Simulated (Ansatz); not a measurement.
Structure types of Ag compared at -1.8 GPa

Structure types of Ag are relaxed in primitive cells with their symmetry kept at -1.8 GPa, first on PAW files, then by LAPW. The enthalpy is E + pV at zero temperature, without zero-point motion. Only the types listed were tried, and differences under about 5 meV/atom are mesh noise.

Level of theory: DFT with PBE, scalar-relativistic, in Ansatz 0.2.0; Fermi–Dirac smearing of 0.05 eV, no spin polarisation. LAPW: all electrons, basis error target 0.5 meV/atom; PAW: frozen-core files, cutoff 420 eV.

k meshes: fcc 16×16×16, bcc 16×16×16, hcp 15×15×8, beta tin 15×15×15, omega 8×8×11, sc 14×14×14.

Task: Which type is lowest in enthalpy, and by how much?

Result: fcc, 4 meV/atom below hcp, which is within the noise of the k meshes. The whole table:

```json
{"start type": "fcc", "ends as": "fcc, Fm-3m", "a, b, c (Å)": "4.177, 4.177, 4.177", "V (Å³/atom)": "18.22", "H − H(lowest), LAPW (meV/atom)": "0.0", "same, PAW": "0.0"}
{"start type": "bcc", "ends as": "bcc, Im-3m", "a, b, c (Å)": "3.328, 3.328, 3.328", "V (Å³/atom)": "18.43", "H − H(lowest), LAPW (meV/atom)": "37.1", "same, PAW": "37.1"}
{"start type": "hcp", "ends as": "hcp, P6_3/mmc", "a, b, c (Å)": "2.937, 2.937, 4.882", "V (Å³/atom)": "18.23", "H − H(lowest), LAPW (meV/atom)": "4.2", "same, PAW": "4.2"}
{"start type": "beta tin", "ends as": "beta tin, I4_1/amd", "a, b, c (Å)": "5.368, 5.368, 2.814", "V (Å³/atom)": "20.27", "H − H(lowest), LAPW (meV/atom)": "220.3", "same, PAW": "220.4"}
{"start type": "omega", "ends as": "omega, P6/mmm", "a, b, c (Å)": "4.763, 4.763, 2.849", "V (Å³/atom)": "18.66", "H − H(lowest), LAPW (meV/atom)": "61.7", "same, PAW": "61.7"}
{"start type": "sc", "ends as": "sc, Pm-3m", "a, b, c (Å)": "2.777, 2.777, 2.777", "V (Å³/atom)": "21.42", "H − H(lowest), LAPW (meV/atom)": "298.6", "same, PAW": "298.8"}
```
